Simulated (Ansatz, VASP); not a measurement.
**Two plane-wave programs on Pd**

File INCAR:

```
PREC = Accurate
ENCUT = 600
EDIFF = 1E-6
ISMEAR = 0
SIGMA = 0.1
LREAL = F
LASPH = T
NELM = 100
ALGO = Fast
ISIF = 3
LWAVE = F
LCHARG = F
GGA = CA
IBRION = 2
NSW = 100
EDIFFG = -0.005
```

File KPOINTS:

```
Automatic mesh
0
Gamma
  18 18 18
```

The input POSCAR:

```
Pd
1.0
    0.0000000000      1.9227552135      1.9227552135
    1.9227552135      0.0000000000      1.9227552135
    1.9227552135      1.9227552135      0.0000000000
Pd
1
Direct
    0.0000000000      0.0000000000      0.0000000000
```

Input for Ansatz:

```yaml
crystal:
  lattice:
    - [0.0, 1.9227552165, 1.9227552165]
    - [1.9227552165, 0.0, 1.9227552165]
    - [1.9227552165, 1.9227552165, 0.0]
  atoms:
    - { symbol: Pd, position: [0.0, 0.0, 0.0] }
basis:
  ecutwfc: 420
kpoints:
  mp_grid: { grid: [18, 18, 18] }
hamiltonian:
  xc: lda
scf:
  occupations: { method: gaussian, width: 0.1 }
output:
  forces: true
  stress: true
  eigenvalues: true
  write_density: true
  write_potential: true
  elf: true
  volumetric_format: npy
relax:
  adjacent_minimum: "off"
  f_tol: 0.005
  max_steps: 80
  cell: { stress_tol: 0.05 }
```

Alike in both runs: task relaxation of cell and atoms; functional LDA; k mesh 18 × 18 × 18; occupations gaussian, width 0.1 eV; no spin polarisation.

|  | VASP | Ansatz |
| --- | --- | --- |
| version | VASP 6.6.1 | Ansatz 0.2.0 |
| potentials or method | VASP PAW LDA potentials, release 64 (Pd) | scalar-relativistic, plane waves, PAW |
| plane-wave cutoff (eV) | 600 | 420 |
| valence electrons in the cell | 10 | 18 |

```tsv
	VASP	Ansatz	Ansatz less VASP
gap on the k mesh at the Fermi level, each at its own relaxed structure (eV)	none	none	-
relaxed volume (Å³/atom)	14.16	14.15	-0.016
relaxed cell length with the largest relative difference (Å)	2.716	2.715	-0.0011
```

A gap of «none» marks a metal or a gap that the smearing closes. The two sets of potentials don't hold the same shells in valence.
